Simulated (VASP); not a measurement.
# BN: evGW0 quasiparticle levels with PBEsol

Crystal: BN.

```xyz
4
Lattice="2.5539 0.0000 0.0000 -1.2770 2.2118 0.0000 0.0000 0.0000 4.2269" Properties=species:S:1:pos:R:3 pbc="T T T"
N     0.0000    1.4745    0.5295
N     1.2770    0.7373    2.6430
B     0.0000    1.4745    2.1123
B     1.2770    0.7373    4.2257
```

Measurements of this composition are mostly on another form, of space group No. 194.

```yaml
Program: VASP 6.6.1
Task: evGW0 quasiparticle levels
Functional: PBEsol
Potentials_or_basis: VASP PAW PBE potentials, release 64 (N_GW, B_GW)
Cutoff: 500 eV
k_mesh: 6 × 6 × 3
Occupations: gaussian, width 0.01 eV
Spin: no spin polarisation
Cutoff_of_the_response_function: 120
Frequency_points: 48
Empty_bands: 71
GW_scheme: evGW0
GW_iterations: 4
Further_INCAR_settings: ALGO = EVGW0; EDIFF = 1e-08; NBANDS = 79
```

| Property | Result |
| --- | --- |
| Band gap on the k mesh, mean-field level | 4.97 eV, indirect (least direct gap 8.15 eV) |
| Quasiparticle gap | 6.77 eV |
| Least direct quasiparticle gap | 10.35 eV |

Levels at points of the mesh, in eV from the valence-band top:
```tsv
k point	band 4	band 5	band 6	band 7	band 8	band 9	band 10	band 11	band 12
(0.00, 0.00, 0.00)	-2.11	-2.11	-0.28	0.00	0.00	8.27	8.27	8.46	9.36
(0.50, 0.00, 0.00)	-7.79	-6.91	-4.97	-4.44	-2.11	6.53	7.78	10.47	11.28
```

Quasiparticle gap after each update of the energies (eV): 6.54, 6.74, 6.76, 6.77

It took 5 min on 1 thread of Intel(R) Xeon(R) Platinum 8488C (Sapphire Rapids) (shared host), peak memory 0.26 GiB.

Caveat: the k mesh is coarse (spacing up to 0.50 Å⁻¹), so the values aren't converged; bands, screening cutoff and mesh are small and nothing is extrapolated, so the quasiparticle values aren't converged; an odd mesh through Γ misses points on the zone boundary, where band edges often lie.
